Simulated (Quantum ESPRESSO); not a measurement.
The system is TiC.

```
Ti C
1.0
     0.00000    2.16572    2.16572
     2.16572    0.00000    2.16572
     2.16572    2.16572    0.00000
Ti C
1 1
Direct
  0.00000 0.00000 0.00000
  0.50000 0.50000 0.50000
```

The cell is a database's computed one.

Base run:

```yaml
Program: Quantum ESPRESSO 7.5
Functional: PBEsol
Potentials_or_basis: SSSP 1.3 efficiency PBE
Cutoff: 748 eV
Density_cutoff: 5987 eV
k_mesh: 11 × 11 × 11
Occupations: fermi-dirac, width 0.05 eV
Spin: no spin polarisation
```

Its results: band gap on the k mesh none (metal or under the smearing width); pressure -6.6 GPa.

Task: The run is repeated on the same cell with these changes: hubbard terms from none to Ti d U = 1 eV. What comes out?

Result: Band gap on the k mesh none (metal or under the smearing width); pressure -4.9 GPa.

Caveats: the potentials were made for another functional, which shifts forces and pressure; U without spin polarisation on a metal has little footing (some runs); the U is typed as a test and isn't derived for this compound (some runs).
